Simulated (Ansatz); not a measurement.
Crystal: As.

```
As
1.0
     1.88080    1.08588    3.51406
    -1.88080    1.08588    3.51406
     0.00000   -2.17176    3.51406
As
2
Direct
  0.22600 0.22600 0.22600
  0.77400 0.77400 0.77400
```

Base run:

| Property | Result |
| --- | --- |
| Program | Ansatz 0.2.0 |
| Functional | RPBE |
| Potentials or basis | all-electron LAPW, scalar-relativistic |
| Cutoff | 290 eV (chosen from the basis error) |
| Basis error allowed | 0.001 eV/atom |
| k mesh | 9 × 9 × 9 |
| Occupations | gaussian, width 0.05 eV |
| Spin | no spin polarisation |

Its results: pressure 5.5 GPa; largest force 0.458 eV/Å.

Question: The run is repeated on the same cell with these changes: functional from RPBE to PBEsol; occupations from gaussian, width 0.05 eV to gaussian, width 0.02 eV. What comes out?

Answer: Pressure 0.3 GPa; largest force 0.370 eV/Å.
